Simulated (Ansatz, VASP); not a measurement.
## KI: VASP beside Ansatz

```
CELL_PARAMETERS angstrom
4.29120 0.00000 0.00000
0.00000 4.29120 0.00000
0.00000 0.00000 4.29120
ATOMIC_POSITIONS crystal
I 0.50000 0.50000 0.50000
K 0.00000 0.00000 0.00000
```

Measurements of this composition are mostly on another form, of space group No. 225.

Alike in both runs: task single point; functional PBE; k mesh 6 × 6 × 6; occupations fermi-dirac, width 0.05 eV; no spin polarisation.

|  | VASP | Ansatz |
| --- | --- | --- |
| version | VASP 6.6.1 | Ansatz 0.2.0 |
| potentials or method | VASP PAW PBE potentials, release 64 (I, K_sv) | Ansatz PAW |
| plane-wave cutoff (eV) | 520 | 420 |
| valence electrons in the cell | 16 | 26 |

|  | VASP | Ansatz | Ansatz less VASP |
| --- | --- | --- | --- |
| gap on the k mesh at the Fermi level (eV) | 3.33 | 3.33 | +0.004 |
| least direct gap on the mesh (eV) | 3.69 | 3.69 | +0.003 |
| pressure (GPa) | 0.5 | 0.5 | -0.03 |

The two sets of potentials don't hold the same shells in valence.

Caveats: spin-orbit coupling is left out, which moves the levels of the heavy elements. Expect the measured gap to be larger: semilocal functionals such as PBE lack the derivative discontinuity. A k mesh can miss the band edges.
